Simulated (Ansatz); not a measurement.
**NaF: do energies and stresses tell the same story?**

Method: DFT PBEsol, scalar-relativistic, plane waves, PAW (Ansatz 0.2.0).

Cutoff 420 eV; k points 8×8×8 on the computed 2-atom cell (Γ-centred); Gaussian smearing, width 0.02 eV; no spin polarisation.

Relaxed cell: Fm-3m, a = 4.630 Å, b = 4.630 Å, c = 4.630 Å, α = 90.00°, β = 90.00°, γ = 90.00°, 2 atoms in the primitive cell.

Energies at zero smearing and pressures from the stress tensor, at volumes with shape and atoms relaxed:
```
V (Å³/atom) E − E(first) (meV/atom) P (GPa)
     10.919                     0.00     8.28
     11.291                   -16.10     5.64
     11.664                   -26.57     3.42
     12.036                   -32.21     1.54
     12.408                   -33.97    -0.04
     12.780                   -32.27    -1.37
     13.153                   -27.74    -2.50
     13.649                   -17.95    -3.74
```

Task: Check P = −dE/dV between neighbouring volumes, and get the bulk modulus from the pressures alone.

Result: With 1 eV/Å³ = 160.2 GPa:
```csv
middle V (Å³/atom),−ΔE/ΔV (GPa),mean P (GPa)
11.105,6.931,6.959
11.478,4.506,4.529
11.850,2.428,2.481
12.222,0.755,0.753
12.594,-0.730,-0.704
12.967,-1.949,-1.936
13.401,-3.160,-3.121
```

The two differ by 0.05 GPa at most. The mean of two end pressures misses the average over a step by about ΔV² P″/12, up to 0.04 GPa here; with that taken off 0.03 GPa remains, from the finite cutoff, the mesh or the relaxation's tolerance. Around V = 12.408 Å³/atom, the two neighbours give B = −V ΔP/ΔV = 12.408 × 2.92 / 0.744 = 48.6 GPa, against B0 = 48.6 GPa from the Birch–Murnaghan fit of the energies.